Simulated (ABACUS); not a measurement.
Wanted: the native input for an ABACUS 3.10.1 run.

```yaml
Task: single point
Functional: BLYP
Potentials_or_basis: Ansatz NC PBE
Cutoff: 1225 eV
Density_cutoff: 4898 eV
Basis: plane waves
k_mesh: 10 × 10 × 10
Occupations: fermi-dirac, width 0.05 eV
Spin: collinear spin, ferromagnetic start
Starting_moments: "[3.0] μB"
Radial_cutoff_of_the_potentials_pseudo_rcut: 10 bohr
SCF_threshold_on_the_density: 1e-08
Max_SCF_steps: 100
Eigensolver: dav
Mixing: broyden
Mixing_share: 0.4
Symmetry_key: 1
```

The system is Fe.

```xyz
1
Lattice="-1.4430 1.4430 1.4430 1.4430 -1.4430 1.4430 1.4430 1.4430 -1.4430" Properties=species:S:1:pos:R:3 pbc="T T T"
Fe    0.0000    0.0000    0.0000
```

One way to write it, as run:

INPUT

```
INPUT_PARAMETERS
suffix              Fe
calculation         scf
basis_type          pw
pseudo_dir          ./
symmetry            1
dft_functional      GGA_X_B88+GGA_C_LYP
ecutwfc             90
pseudo_rcut         10
nspin               2
nbands              20
ks_solver           dav
smearing_method     fd
smearing_sigma      0.00367493
scf_thr             1e-08
scf_nmax            100
mixing_type         broyden
mixing_beta         0.4
cal_force           1
cal_stress          1
out_chg             1
out_pot             2
out_elf             1
```

STRU

```
ATOMIC_SPECIES
Fe 55.8450 Fe.upf

LATTICE_CONSTANT
4.7230856957

LATTICE_VECTORS
-0.5773502692 0.5773502692 0.5773502692
0.5773502692 -0.5773502692 0.5773502692
0.5773502692 0.5773502692 -0.5773502692

ATOMIC_POSITIONS
Cartesian

Fe
0.0
1
0.0000000000 0.0000000000 0.0000000000 1 1 1 mag 3
```

KPT

```
K_POINTS
0
Gamma
10 10 10 0 0 0
```

Potentials or basis: Ansatz NC PBE, plane waves.

Run with:

```sh
$ OMP_NUM_THREADS=1 mpirun -np 4 abacus > log
```

It gave:

The pressure is -5.5 GPa. The band gap on the k mesh is none (metal or under the smearing width). The net moment is 2.16 μB per cell. The absolute moment is 2.29 μB per cell.

Caveat: the potentials were made for another functional, which shifts forces and pressure.

Run time: 13 s on 4 MPI ranks on AMD EPYC 9R14 (Zen 4), with other jobs on the host, peak memory 0.24 GiB a rank.
